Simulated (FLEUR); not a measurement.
Crystal: Li2Se.

```xyz
3
Lattice="0.0000 3.0025 3.0025 3.0025 0.0000 3.0025 3.0025 3.0025 0.0000" Properties=species:S:1:pos:R:3 pbc="T T T"
Se    0.0000    0.0000    0.0000
Li    4.5038    4.5038    4.5038
Li    1.5012    1.5012    1.5012
```

Base run:

```yaml
Program: FLEUR MaX-R8.1 (later development tree)
Functional: r2SCAN
Potentials_or_basis: all-electron
Basis: FLAPW
Kmax: 4.1 1/bohr
k_mesh: 8 × 8 × 8
Occupations: fermi-dirac, width 0.05 eV
Spin: no spin polarisation
```

Its results: band gap on the k mesh 3.45 eV, indirect (least direct gap 4.02 eV).

Question: The run is repeated on the same cell with these changes: functional from r2SCAN to PBEsol; muffin-tin radii from Se 2.58, Li 1.97 bohr to Se 2.5, Li 1.91 bohr. What comes out?

Answer: Band gap on the k mesh 2.84 eV, indirect (least direct gap 3.24 eV).

Caveats: the meta-GGA is that of a development version, with a GGA for the radial functions and cores and without core tails (some runs).
